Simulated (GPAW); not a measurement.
# S/Pd(100) in an electric field, part 2 of 2

Wanted: the out-of-plane polarisability of S/Pd(100).

GPAW 26.7.0; GPAW, PAW setups; slab in vacuum, relaxation (the session's first sound run).

So far. Step 8 (Field on): The dipole is now 0.0445 e Å, against 0.0011 in the run without a field.

## (9) Field on

File run.py:

```python
import json
import numpy as np
from ase import Atoms
from gpaw import GPAW, PW
from gpaw.external import ConstantElectricField

slab = Atoms(
    ['Pd', 'Pd', 'Pd', 'Pd', 'S'],
    positions=[
        [1.37532, 1.37532, 7.00000],
        [0.00000, 0.00000, 8.94500],
        [1.37532, 1.37532, 10.96855],
        [-0.00000, 0.00000, 13.04547],
        [1.37532, 1.37532, 14.65899]],
    cell=[[2.75065, 0.0, 0.0], [0.0, 2.75065, 0.0], [0.0, 0.0, 21.50258]],
    pbc=[True, True, False])

slab.calc = GPAW(mode=PW(400), xc='PBE', kpts={'size': (11, 11, 1), 'gamma': True},
                 occupations={'name': 'fermi-dirac', 'width': 0.1}, nbands='160%',
                 convergence={'density': 1e-05}, maxiter=200,
                 poissonsolver={'dipolelayer': 'xy'},
                 external=ConstantElectricField(0.2, [0, 0, 1]),
                 symmetry={'tolerance': 1e-3}, txt='slab.txt')
result = {}
energy = slab.get_potential_energy()
fermi = slab.calc.get_fermi_level()
v = slab.calc.get_electrostatic_potential().mean((0, 1)) - fermi
n = slab.calc.get_pseudo_density().mean((0, 1))
L = slab.cell[2, 2]
z = np.arange(len(v)) * L / len(v)
low, high = slab.positions[:, 2].min(), slab.positions[:, 2].max()
below, above = np.interp([low - 4.8, high + 4.8], z, v)
slopes = [np.interp(x, z, np.gradient(v, z)) for x in (low - 4.8, high + 4.8)]
eps = np.array([[slab.calc.get_eigenvalues(k, s) for k in range(len(slab.calc.get_ibz_k_points()))]
                for s in range(slab.calc.get_number_of_spins())]) - fermi
top, bottom = eps[eps < 0].max(), eps[eps > 0].min()
dipole = slab.get_dipole_moment()[2]
print(f'energy {energy:.4f} eV, Fermi level {fermi:.4f} eV, dipole {dipole:.5f} e A')
print(f'potential 4.8 A off the faces, from the Fermi level: lower {below:.4f} eV, upper {above:.4f} eV')
print(f'slope of the potential there: lower {slopes[0]:.5f}, upper {slopes[1]:.5f} eV/A')
print(f'nearest levels on the mesh: {top:.4f} and {bottom:.4f} eV')
print('magnetic moment', round(slab.get_magnetic_moment(), 3))
result.update(energy=energy, fermi=fermi, dipole=dipole, below=below, above=above, slopes=slopes, edges=[top, bottom],
              z=z.tolist(), v=v.tolist(), n=n.tolist(), positions=slab.positions.tolist(),
              forces=slab.get_forces(apply_constraint=False).tolist(), moments=slab.get_magnetic_moments().tolist())
json.dump(result, open('result.json', 'w'))
```

Run with:

```bash
$ OMP_NUM_THREADS=1 OPENBLAS_NUM_THREADS=1 python run.py
```

Output:

```text
energy -18.2136 eV, Fermi level 1.5717 eV, dipole 0.08779 e A
potential 4.8 A off the faces, from the Fermi level: lower 6.1425 eV, upper 4.0434 eV
slope of the potential there: lower -0.00058, upper 0.00015 eV/A
nearest levels on the mesh: -0.0138 and 0.0037 eV
magnetic moment 0.0
```

Wall time 9.2 min (1 thread of Arm Neoverse V1, shared host); peak memory 0.39 GiB.

The electrostatic potential energy of an electron (without an applied field's), less the Fermi level, planar mean oscillates, so the rows of the table below give means over windows of 1 Å about each position, cut where the curve ends. Its maxima inside the range that stand out by 2 % of the span (Å: eV): 0.6: 6.14, 8.0: -0.462, 10.0: -0.395, 12.0: -0.597, 13.9: -5.93. Its minima: 7.0: -18.5, 8.9: -19.1, 11.0: -19.5, 13.0: -20.6, 14.6: -23.9.

Electrostatic potential energy of an electron (without an applied field's), less the Fermi level, planar mean against z; means over each step:

z (Å), electrostatic potential energy of an electron (without an applied field's), less the Fermi level, planar mean (eV) and a bar from the least value:
```
        0        5.7 #############################
        1        6.1 ##############################
        2        6.1 ##############################
        3        6.1 ##############################
        4        6.1 ##############################
        5        5.8 ##############################
        6        1.5 ########################
        7      -13.9 ###
        8       -3.2 #################
        9      -14.5 ##
       10       -2.9 ##################
       11      -14.9 ##
       12       -2.9 ##################
       13      -16.1 
       14      -10.2 ########
       15      -13.0 ####
       16        2.8 #########################
       17        4.0 ###########################
       18        4.0 ###########################
       19        4.0 ###########################
       20        4.0 ###########################
       21        4.2 ###########################
```

The dipole is now 0.0878 e Å, against 0.0011 in the run without a field.

## (10) In a field

run.py, as its differences from that of step 9:

```diff
@@ -21,3 +21,3 @@
                  poissonsolver={'dipolelayer': 'xy'},
-                 external=ConstantElectricField(0.2, [0, 0, 1]),
+                 external=ConstantElectricField(0.3, [0, 0, 1]),
                  symmetry={'tolerance': 1e-3}, txt='slab.txt')
```

Output:

```text
energy -18.2246 eV, Fermi level 1.5627 eV, dipole 0.13123 e A
potential 4.8 A off the faces, from the Fermi level: lower 6.6792 eV, upper 3.5412 eV
slope of the potential there: lower -0.00077, upper 0.00014 eV/A
nearest levels on the mesh: -0.0134 and 0.0041 eV
magnetic moment 0.0
```

It took 11 min on 1 thread; peak memory 0.4 GiB.

The electrostatic potential energy of an electron (without an applied field's), less the Fermi level, planar mean oscillates, so the rows of the table below give means over windows of 1 Å about each position, cut where the curve ends. Its maxima inside the range that stand out by 2 % of the span (Å: eV): 0.6: 6.68, 8.0: -0.184, 10.0: -0.319, 12.0: -0.726, 13.9: -6.24. Its minima: 7.0: -18.2, 8.9: -18.9, 11.0: -19.5, 13.0: -20.8, 14.6: -24.3.

The electrostatic potential energy of an electron (without an applied field's), less the Fermi level, planar mean by z; means over each step:

```tsv
z (Å)	electrostatic potential energy of an electron (without an applied field's), less the Fermi level, planar mean (eV)
0	6.09
1	6.68
2	6.68
3	6.68
4	6.65
5	6.35
6	2.00
7	-13.5
8	-2.95
9	-14.3
10	-2.85
11	-14.9
12	-3.04
13	-16.4
14	-10.5
15	-13.4
16	2.31
17	3.49
18	3.54
19	3.54
20	3.54
21	3.71
```

The dipole is now 0.131 e Å, against 0.0011 in the run without a field.

## (11) The series

The members are put on one axis.

This step: induced dipole against applied field (GPAW 26.7.0).

Dipole along the normal against field:

```tsv
field (V/Å)	dipole along the normal (e·Å)
-0.200	-0.0854
-0.100	-0.0422
-0.050	-0.0205
0.000	0.00106
0.050	0.0228
0.100	0.0445
0.200	0.0878
0.300	0.131
```

## (12) A changed run

One more run, with changed settings.

This step: GPAW, PAW setups; slab in vacuum (GPAW 26.7.0).

run.py, as its differences from that of step 10:

```diff
@@ -4,3 +4,2 @@
 from gpaw import GPAW, PW
-from gpaw.external import ConstantElectricField
 
@@ -19,5 +18,4 @@
                  occupations={'name': 'fermi-dirac', 'width': 0.1}, nbands='160%',
-                 convergence={'density': 1e-05}, maxiter=200,
+                 convergence={'density': 1e-05}, maxiter=50,
                  poissonsolver={'dipolelayer': 'xy'},
-                 external=ConstantElectricField(0.3, [0, 0, 1]),
                  symmetry={'tolerance': 1e-3}, txt='slab.txt')
@@ -31,4 +29,4 @@
 low, high = slab.positions[:, 2].min(), slab.positions[:, 2].max()
-below, above = np.interp([low - 4.8, high + 4.8], z, v)
-slopes = [np.interp(x, z, np.gradient(v, z)) for x in (low - 4.8, high + 4.8)]
+below, above = np.interp([low - 1.0, high + 1.0], z, v)
+slopes = [np.interp(x, z, np.gradient(v, z)) for x in (low - 1.0, high + 1.0)]
 eps = np.array([[slab.calc.get_eigenvalues(k, s) for k in range(len(slab.calc.get_ibz_k_points()))]
@@ -38,3 +36,3 @@
 print(f'energy {energy:.4f} eV, Fermi level {fermi:.4f} eV, dipole {dipole:.5f} e A')
-print(f'potential 4.8 A off the faces, from the Fermi level: lower {below:.4f} eV, upper {above:.4f} eV')
+print(f'potential 1.0 A off the faces, from the Fermi level: lower {below:.4f} eV, upper {above:.4f} eV')
 print(f'slope of the potential there: lower {slopes[0]:.5f}, upper {slopes[1]:.5f} eV/A')
```

Output:

```text
energy -18.2045 eV, Fermi level 1.5870 eV, dipole 0.00106 e A
potential 1.0 A off the faces, from the Fermi level: lower 1.7986 eV, upper 2.4884 eV
slope of the potential there: lower -9.42263, upper 8.20107 eV/A
nearest levels on the mesh: -0.0146 and 0.0031 eV
magnetic moment 0.0
```

Run time: 4.1 min. Hardware: 1 thread; peak memory 0.23 GiB.

The run finished. A setting was moved off its sound value on purpose, so it serves as a test and not as the result.

The fault put into the input: the potential probed 1 A off the face (probe = 1.0).

## (13) What came out

```json
{
 "work function, upper and lower face": "5.051 and 5.077 eV",
 "dipole along the normal": "0.00106 e Å",
 "induced dipole per field": "0.433 e Å per V/Å",
 "out-of-plane polarisability per area, α/(ε0 A)": "10.4 Å"
}
```

In words: The field induces 0.433 e Å per V/Å, a polarisable thickness α/(ε0 A) of 10.4 Å beside 7.66 Å between the outermost nuclei. A perfect conductor would give the distance between its two image planes; a dielectric of thickness t gives t(1 - 1/ε). The induced dipole is linear in the field over this range. The cell of 7.57 Å² holds one S, started on one chosen site; other sites and coverages weren't tried. The small printed dipole stands for a step of -25 meV from the lower to the upper face, and the probes find -26 meV; values this small are near the numerical noise of both. The in-plane lattice was kept as typed, which isn't the functional's own and leaves some strain; spin-orbit coupling and temperature are left out.

[Logs are printed without paths, hosts, clocks, repeated set-up lines and the standing remarks that a program may print on its own settings, such as how far it seeks lower states.]

[Hosts, paths, dates, database ids (printed as entryN), source tags and the programs' standing remarks are cut or masked in the printed files.]
